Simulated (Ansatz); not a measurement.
A run of Ansatz 0.2.0 is set up as follows.

input.yaml

```yaml
crystal:
  lattice:
    - [0.0, 2.82685, 2.82685]
    - [2.82685, 0.0, 2.82685]
    - [2.82685, 2.82685, 0.0]
  atoms:
    - { symbol: As, position: [0.75, 0.75, 0.75] }
    - { symbol: Ga, position: [0.0, 0.0, 0.0] }
kpoints:
  mp_grid: { grid: [8, 8, 8] }
scf:
  occupations: { method: fermi_dirac, width: 0.05 }
hamiltonian:
  xc: pbesol
  pseudopotentials: { kind: all_electron, lapw: { basis_error: 0.001 } }
output:
  forces: true
  stress: true
relax:
  f_tol: 0.02
  max_steps: 60
  cell: { p_target: 5 }
```

Potentials or basis: all-electron LAPW, scalar-relativistic.

The run is started by

```bash
$ ansatz run input.yaml --threads 1 --pin off --max-ram 3072MiB --backend cpu --events-out ev --progress --plain --runs-dir out
```

Predict the relaxed volume.

21.28 Å³/atom.

Predict the space group after relaxing (to 0.05 Å).

F-43m (No. 216).

What does it give for the band gap on the k mesh?

0.90 eV.

What does it give for the relaxed cell?

a = 3.919 Å, b = 3.919 Å, c = 3.919 Å, α = 60.00°, β = 60.00°, γ = 60.00°.

Final structure:
```cif
data_structure
_symmetry_space_group_name_H-M 'P 1'
_symmetry_Int_Tables_number 1
_cell_length_a 3.9187
_cell_length_b 3.9187
_cell_length_c 3.9187
_cell_angle_alpha 60.000
_cell_angle_beta 60.000
_cell_angle_gamma 60.000
_cell_volume 42.55
loop_
_atom_site_label
_atom_site_type_symbol
_atom_site_fract_x
_atom_site_fract_y
_atom_site_fract_z
_atom_site_occupancy
As1 As 0.75000 0.75000 0.75000 1
Ga1 Ga 0.00000 0.00000 0.00000 1
```

A k mesh can miss the band edges. PBEsol gaps usually lie below the measured ones, often by a third to a half.
